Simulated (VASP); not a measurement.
Set up this calculation in VASP 6.6.1, as the native input.

| Quantity | Value |
| --- | --- |
| Task | relaxation of cell and atoms |
| Functional | PBE |
| Dispersion | D3(BJ) |
| Potentials or basis | VASP PAW PBE potentials, release 64 (In_d) |
| Cutoff | 600 eV |
| k mesh | 20 × 20 × 20 |
| Occupations | methfessel-paxton, width 0.1 eV |
| Spin | no spin polarisation |
| Further INCAR settings | ALGO = Normal; EDIFF = 1e-06; IBRION = 2; EDIFFG = -0.01; NSW = 90; ISIF = 3 |

The structure of In lies in POSCAR:

```
In
1.0
   -1.6254700000      1.6254700000      2.4737000000
    1.6254700000     -1.6254700000      2.4737000000
    1.6254700000      1.6254700000     -2.4737000000
In
1
Direct
    0.0000000000      0.0000000000      0.0000000000
```

One way to write it, as run:

INCAR

```
PREC = Accurate
ENCUT = 600
EDIFF = 1E-6
ISMEAR = 1
SIGMA = 0.1
LREAL = False
LASPH = True
NELM = 80
ALGO = Normal
ISIF = 3
LWAVE = False
LCHARG = False
GGA = PE
IVDW = 12
IBRION = 2
NSW = 90
EDIFFG = -0.01
```

KPOINTS

```
Automatic mesh
0
Gamma
  20 20 20
```

Potentials or basis: VASP PAW PBE potentials, release 64 (In_d).

The run is started by

```bash
$ cat potpaw_PBE.64/In_d/POTCAR > POTCAR
$ mpirun -np 1 vasp_std > vasp.out
```

It gave:

```
Relaxed volume                         : 26.11 Å³/atom
Relaxed cell                           : a = 3.347 Å, b = 3.347 Å, c = 3.347 Å, α = 120.97°, β = 120.97°, γ = 88.33°
Space group after relaxing (to 0.05 Å) : I4/mmm (No. 139)
Energy gained by relaxing              : 0.7 meV/atom
Ionic steps                            : 8
Pressure after relaxing                : 0.0 GPa
Band gap on the k mesh                 : none (metal or under the smearing width)
Dispersion energy per atom             : -0.339 eV
```

Caveat: pairwise dispersion overbinds metals, which lowers pressure and volume.

It took 6.8 min on 1 thread of Intel(R) Xeon(R) 6975P-C (Granite Rapids), on a shared host, peak memory 0.37 GiB.
